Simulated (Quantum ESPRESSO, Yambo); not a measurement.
# Quasiparticle gap of SiC (P6_3mc) in Yambo, part 2 of 3

Wanted: ground state, empty states, screening and self-energy for SiC (P6_3mc).

Quantum ESPRESSO 7.5 and Yambo 5.3.0; PBE and many-body steps on it, plane waves. Known limits of the many-body steps: not at the basis limit.

So far. Step 2 (Ground state): The gap is indirect, with the least direct gap 1.71 eV higher. Step 3 (Bands along the symmetry lines): The gap is 2.275 eV, as in the run before at this level.

### Step 4. Empty states on the mesh, 6×6×4 mesh, 180 bands

Level of this step: DFT, PBE, plane waves, norm-conserving pseudopotentials (Quantum ESPRESSO).

The sums over transitions need many empty states on a uniform mesh; this step solves for them.

File pw.in:

```
&control
  calculation = 'nscf'
  prefix = 'x'
  outdir = 'o'
  pseudo_dir = 'pseudo'
/
&system
  ibrav = 0
  nat = 4
  ntyp = 2
  ecutwfc = 74.0
  nbnd = 180
  force_symmorphic = .true.
/
&electrons
  conv_thr = 1e-9
  electron_maxstep = 80
  diago_full_acc = .true.
  diago_thr_init = 5e-6
/
ATOMIC_SPECIES
  Si 28.085 Si.upf
  C 12.011 C.upf
CELL_PARAMETERS angstrom
  3.0735139282 0.0000000000 0.0000000000
  -1.5367569641 2.6617411407 0.0000000000
  0.0000000000 0.0000000000 5.0452477100
ATOMIC_POSITIONS crystal
  Si 0.3333333333 0.6666666667 0.4996024000
  Si 0.6666666667 0.3333333333 0.9996024000
  C 0.3333333333 0.6666666667 0.8753976000
  C 0.6666666667 0.3333333333 0.3753976000
K_POINTS automatic
  6 6 4 0 0 0
```

Command:

```sh
$ OMP_NUM_THREADS=1 mpirun -n 4 pw.x -nk 4 -in pw.in > pw.out
```

Log:

```text
[banner, memory and clock lines left out]
Program PWSCF v.7.5 starts

     Atomic positions and unit cell read from directory:
     o/x.save/

     Message from routine setup:
     using ibrav=0 with symmetry is DISCOURAGED, use correct ibrav instead

     G-vector sticks info

     bravais-lattice index     =            0
     lattice parameter (alat)  =       5.8081  a.u.
     unit-cell volume          =     278.5352 (a.u.)^3
     number of atoms/cell      =            4
     number of atomic types    =            2
     number of electrons       =        16.00
     number of Kohn-Sham states=          180
     kinetic-energy cutoff     =      74.0000  Ry
     charge density cutoff     =     296.0000  Ry
     Exchange-correlation= PBE
                           (   1   4   3   4   0   0   0)

     celldm(1)=   5.808100  celldm(2)=   0.000000  celldm(3)=   0.000000
     celldm(4)=   0.000000  celldm(5)=   0.000000  celldm(6)=   0.000000

     crystal axes: (cart. coord. in units of alat)
               a(1) = (   1.000000   0.000000   0.000000 )
               a(2) = (  -0.500000   0.866025   0.000000 )
               a(3) = (   0.000000   0.000000   1.641524 )

     reciprocal axes: (cart. coord. in units 2 pi/alat)
               b(1) = (  1.000000  0.577350 -0.000000 )
               b(2) = (  0.000000  1.154701  0.000000 )
               b(3) = (  0.000000 -0.000000  0.609190 )
     Pseudo is Norm-conserving + core correction, Zval =  4.0
     Generated using ONCVPSP code by D. R. Hamann
     Using radial grid of 1510 points,  6 beta functions with:
     Pseudo is Norm-conserving + core correction, Zval =  4.0
     Generated using ONCVPSP code by D. R. Hamann
     Using radial grid of 1248 points,  4 beta functions with:
     Si                4.00    28.08500     Si( 1.00)
     C                 4.00    12.01100     C ( 1.00)

      6 Sym. Ops. (no inversion) found

   Cartesian axes

     site n.     atom                  positions (alat units)
         1        Si     tau(   1) = (  -0.0000000   0.5773503   0.8201095  )
         2        Si     tau(   2) = (   0.5000000   0.2886751   1.6408716  )
         3        C      tau(   3) = (  -0.0000000   0.5773503   1.4369864  )
         4        C      tau(   4) = (   0.5000000   0.2886751   0.6162243  )

     number of k points=    24
                       cart. coord. in units 2pi/alat
        k(    1) = (   0.0000000   0.0000000   0.0000000), wk =   0.0138889
        k(    2) = (   0.0000000   0.0000000   0.1522975), wk =   0.0277778
        k(    3) = (   0.0000000   0.0000000  -0.3045949), wk =   0.0138889
[...]
[... 12 further rows ...]
        k(   23) = (   0.0000000  -0.3849002   0.1522975), wk =   0.0833333
        k(   24) = (  -0.1666667  -0.4811252   0.1522975), wk =   0.1666667

     Dense  grid:    23897 G-vectors     FFT dimensions: (  32,  32,  54)

     The potential is recalculated from file :
     o/x.save/charge-density

     Starting wfcs are   16 randomized atomic wfcs +  164 random wfcs

     Band Structure Calculation

     End of band structure calculation

          k = 0.0000 0.0000 0.0000 (  2973 PWs)   bands (ev):

    -5.9143  -2.3411   0.9590   8.3610   8.3610   9.5663   9.6798   9.6798
    14.5003  15.8995  16.3620  16.3620  17.4420  18.6499  18.6499  21.0261
    21.1170  21.1170  22.6263  24.7073  24.7073  26.4957  27.2376  30.0016
[...]
[... 11 further rows ...]
[...]
146.8215 146.8215 147.7175 148.3366

          k = 0.0000 0.0000 0.1523 (  2948 PWs)   bands (ev):

[...]
[... 11 further rows ...]
[...]
145.7004 145.7004 146.0997 146.6761

          k = 0.0000 0.0000-0.3046 (  2978 PWs)   bands (ev):

[...]
78.0525  78.0525  78.0525  78.0525  78.7377  78.7377  79.3941  79.3941
     [... 11 further rows ...]
   143.8956 143.8956 144.6185 144.6185 144.6185 144.6185 145.4413 145.4413
   146.4100 146.4100 146.4100 146.4100

          k = 0.0000 0.1925 0.0000 (  2974 PWs)   bands (ev):

     [... further k-points ...]

     highest occupied, lowest unoccupied level (ev):     9.6798   11.9551

     XML data file, pseudopotentials, collected wavefunctions
```

Run time: 14 s. Hardware: 4 MPI ranks of AMD EPYC 9R14 (Zen 4), shared host; peak memory 0.42 GiB.

Numbers from this step:

```yaml
gap: 2.275 eV
k_of_the_valence_top: 0, 0, 0
k_of_the_conduction_bottom: 0.3333, 0.3333, 0
least_direct_gap: 3.985 eV
k_points_computed: 24
lowest_point_of_the_top_converged_band_above_the_valence_top: 131.3251 eV
```

On this mesh the gap is 2.275 eV.

### Step 5. Conversion and set-up

This step: Yambo 5.3.0; conversion and set-up on PBE, plane waves, norm-conserving pseudopotentials.

The states are converted to the many-body program's format and the q mesh is built.

Command:

```sh
$ (cd o/x.save; p2y > p2y.log; mv SAVE ../..); yambo > setup.log
```

Log:

```text
 Yambo, version 5.3.0

 [02] CORE Variables Setup
 =========================

  [02.01] Unit cells
  ==================

  Cell kind             :  HCP
  Atoms in the cell     :  Si  C
  number of Si atoms    :  2
  number of C  atoms    :  2

  List of atomic masses
  Mass of Si    :  28.08500
  Mass of C     :  12.01100

  List of atomic coordinates    : [cc]
  Si1       : -0.29041E-09   3.3533       4.7633      order 1
  Si2       :  2.904050  1.676654  9.530346  order 2
  C1       : -0.29041E-09   3.3533       8.3462      order 3
  C2       :  2.904050  1.676654  3.579092  order 4

  Alat factors          :  5.808100  5.029962  9.534136 [a.u.]
  Direct lattice volume :  278.5352 [a.u.]
  Direct lattice vectors:  A[ 1 ]  A[ 2 ]  A[ 3 ]
   A[ 1 ]:  1.000000  0.000000  0.000000  [iru]
   5.808100  0.000000  0.000000  [cc]
   A[ 2 ]: -0.500000  1.000000  0.000000  [iru]
  -2.904050  5.029962  0.000000  [cc]
   A[ 3 ]:  0.000000  0.000000  1.000000  [iru]
   0.000000  0.000000  9.534136  [cc]

  Recip. lattice volume :  0.890552 [a.u.]
  Recip. lattice vectors:  B[ 1 ]  B[ 2 ]  B[ 3 ]
   B[ 1 ]:  1.000000  0.500000  0.000000  [iku]
   1.081797  0.624576 -0.000000  [cc]
   B[ 2 ]:  0.000000  1.000000  0.000000  [iku]
   0.000000  1.249152  0.000000  [cc]
   B[ 3 ]:  0.000000  0.000000  1.000000  [iku]
   0.000000 -0.000000  0.659020  [cc]

  [02.02] Symmetries
  ==================

  Inversion symmetry    : yes
  Spatial inversion     : no
  Inversion index       :   7
  K-space Time-reversal : yes
  Magnetic symmetries   : no
  Time-reversal derived K-space symmetries:   7  12
  Group table correct   : yes
  Symmetries units      :  [cc]

   [S  1]:   1.0000       0.0000       0.0000      0.33779E-17   1.0000       0.0000       0.0000       0.0000       1.0000
   [S  2]: -0.500000  0.866025  0.000000 -0.866025 -0.500000  0.000000  0.000000  0.000000  1.000000
   [S  3]: -0.500000 -0.866025  0.000000  0.866025 -0.500000  0.000000  0.000000  0.000000  1.000000
   [S  4]:  -1.0000       0.0000       0.0000     -0.33779E-17   1.0000       0.0000       0.0000       0.0000       1.0000
   [S  5]:  0.500000  0.866025  0.000000  0.866025 -0.500000  0.000000  0.000000  0.000000  1.000000
   [S  6]:  0.500000 -0.866025  0.000000 -0.866025 -0.500000  0.000000  0.000000  0.000000  1.000000
   [S* 7]:  -1.0000      -0.0000      -0.0000     -0.33779E-17  -1.0000      -0.0000      -0.0000      -0.0000      -1.0000
   [S* 8]:  0.500000 -0.866025 -0.000000  0.866025  0.500000 -0.000000 -0.000000 -0.000000 -1.000000
   [S* 9]:  0.500000  0.866025 -0.000000 -0.866025  0.500000 -0.000000 -0.000000 -0.000000 -1.000000
   [S*10]:   1.0000      -0.0000      -0.0000      0.33779E-17  -1.0000      -0.0000      -0.0000      -0.0000      -1.0000
   [S*11]: -0.500000 -0.866025 -0.000000 -0.866025  0.500000 -0.000000 -0.000000 -0.000000 -1.000000
[...]
K [14]         [rlu]:  0.166667  0.166667  0.250000
         WF components:  2993
  [... 9 further k-points ...]
  K [24]         [rlu]: -0.166667 -0.333333  0.250000
         WF components:  2999

  [02.05] Energies & Occupations
  ==============================

  [X] === General ===
  [X] Electronic Temperature                        :  0.000000  0.000000 [eV K]
  [X] Bosonic    Temperature                        :  0.000000  0.000000 [eV K]
  [X] Finite Temperature mode                       : no
  [X] El. density                                   :  0.38765E+24 [cm-3]
  [X] Fermi Level                                   :  9.679822 [eV]

  [X] === Gaps and Widths ===
  [X] Conduction Band Min                           :  2.275274 [eV]
  [X] Valence Band Max                              :  0.000000 [eV]
  [X] Filled Bands                                  :   8
  [X] Empty Bands                                   :    9  180
  [X] Direct Gap                                    :  3.985108 [eV]
  [X] Direct Gap localized at k                     :  10
  [X] Indirect Gap                                  :  2.275274 [eV]
  [X] Indirect Gap between kpts                     :   1  19
  [X] Last valence band width                       :  3.841673 [eV]
  [X] 1st conduction band width                     :  3.637217 [eV]

  E @ K [ 1]:  [eV]
   -15.5941     -12.0209     -8.72084     -1.31881     -1.31881    -0.113532    -0.328723E-8   0.00000
[...]
occ @ K [ 1]
[...]
E @ K [ 2]:  [eV]
[...]
occ @ K [ 2]
[...]
E @ K [ 3]:  [eV]
[...]
occ @ K [ 3]
[...]
E @ K [ 8]:  [eV]
[...]
occ @ K [ 8]
[...]
E @ K [ 9]:  [eV]
[...]
occ @ K [ 9]
[...]
E @ K [10]:  [eV]
[...]
occ @ K [10]
[...]
E @ K [11]:  [eV]
[...]
occ @ K [11]
[...]
E @ K [12]:  [eV]
[...]
occ @ K [12]
[...]
E @ K [13]:  [eV]
[...]
occ @ K [13]
[...]
E @ K [14]:  [eV]
[...]
occ @ K [14]
[...]
[... 9 further k-points ...]
  E @ K [24]:  [eV]
[...]
occ @ K [24]
   2.000000  2.000000  2.000000  2.000000  2.000000  2.000000  2.000000  2.000000
   0.000000  0.000000  0.000000  0.000000  0.000000  0.000000  0.000000  0.000000

 [03] Transferred momenta grid and indexing
 ==========================================

 IBZ Q-points                                      :  24
 BZ  Q-points                                      :  144

 K/Q-points units:
 rlu = crystal or reduced units; cc = cartesian coordinates; iku = interal k-units

 Q [ 1]         [rlu]:  0.000000  0.000000  0.000000
 Q [ 2]         [rlu]:  0.000000  0.000000  0.250000
 Q [ 3]         [rlu]:  0.000000  0.000000 -0.500000
[...]
Q [ 8]         [rlu]:  0.13002E-17  0.33333      0.25000
 Q [ 9]         [rlu]:  0.13002E-17  0.33333     -0.50000
 Q [10]         [rlu]: -0.19502E-17 -0.50000       0.0000
     [... 12 further rows ...]
 Q [23]         [rlu]: -0.13002E-17 -0.33333      0.25000
 Q [24]         [rlu]: -0.166667 -0.333333  0.250000

  [03.01] X indexes
  =================

   [03.01.01] Sigma indexes
   ========================

 [06] Game Over & Game summary
```

Run time: 2.9 s. Hardware: 1 MPI rank; peak memory 0.24 GiB.

[end of part 2 of 3]

[Paths, hosts, dates, memory and timing lines, banners, echoed tables and standing remarks are left out of the program output.]

[Logs are printed without paths, hosts, clocks, repeated set-up lines and the standing remarks that a program may print on its own settings, such as how far it seeks lower states.]

[Runs of the session that timed out or met a known fault of the program may be left out.]

[Hosts, paths, dates, database ids (printed as entryN), source tags and the programs' standing remarks are cut or masked in the printed files.]
